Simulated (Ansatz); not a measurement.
# InAs: the cost of one run

Program: Ansatz 0.2.0. Level of theory: DFT PBE, scalar-relativistic, plane waves, PAW. These are calculated values, not measurements.

The COD entry's cell or inner coordinates are ideal or old and differ from later refinements, so a difference from it is no clean test against experiment.

3 further runs of the same task are left out: 3 set aside as unsound or not needed.

## 1. The starting structure

Symmetry: F-43m, No. 216, cubic system. Conventional cell: a = 6.188 Å, b = 6.188 Å, c = 6.188 Å, α = 90.00°, β = 90.00°, γ = 90.00°. In (site symmetry -43m) is surrounded by 4 As at 2.68 Å. As (site symmetry -43m) is surrounded by 4 In at 2.68 Å.

As a file:

```cif
data_structure
_symmetry_space_group_name_H-M 'F-43m'
_symmetry_Int_Tables_number 216
_cell_length_a 6.1876
_cell_length_b 6.1876
_cell_length_c 6.1876
_cell_angle_alpha 90.000
_cell_angle_beta 90.000
_cell_angle_gamma 90.000
_cell_volume 236.90
loop_
_atom_site_label
_atom_site_type_symbol
_atom_site_symmetry_multiplicity
_atom_site_Wyckoff_symbol
_atom_site_fract_x
_atom_site_fract_y
_atom_site_fract_z
_atom_site_occupancy
In1 In 4 a 0.00000 0.00000 0.00000 1
As1 As 4 c 0.25000 0.25000 0.25000 1
```

This cell was relaxed beforehand with the same method: volume 29.61 Å³/atom, gap on the mesh none (metal).

## 2. Relaxing at 3 GPa

At a set pressure the run lowers the enthalpy E + PV, so the energy alone may rise along the way.

File input.yaml:

```yaml
crystal:
  lattice:
    - [0.0, 3.0937808094, 3.0937808094]
    - [3.0937808094, 0.0, 3.0937808094]
    - [3.0937808094, 3.0937808094, 0.0]
  atoms:
    - { symbol: In, position: [0.0, 0.0, 0.0] }
    - { symbol: As, position: [0.75, 0.75, 0.75] }
basis:
  ecutwfc: 420
kpoints:
  mp_grid: { grid: [12, 12, 12] }
hamiltonian:
  xc: pbe
scf:
  occupations: { method: fermi_dirac, width: 0.15 }
output:
  forces: true
  stress: true
  eigenvalues: true
relax:
  adjacent_minimum: "off"
  f_tol: 0.001
  max_steps: 60
  cell: { stress_tol: 0.02, p_target: 3.0 }
```

Run with:

```sh
$ ansatz run input.yaml --threads 1 --pin off --max-ram 3072MiB --backend cpu --events-out ev --progress --plain --runs-dir out
```

Q: Estimate wall time and peak memory on 1 thread of AMD EPYC 9R45 (Zen 5), shared host.

About 11 s, with a peak of 0.45 GiB.
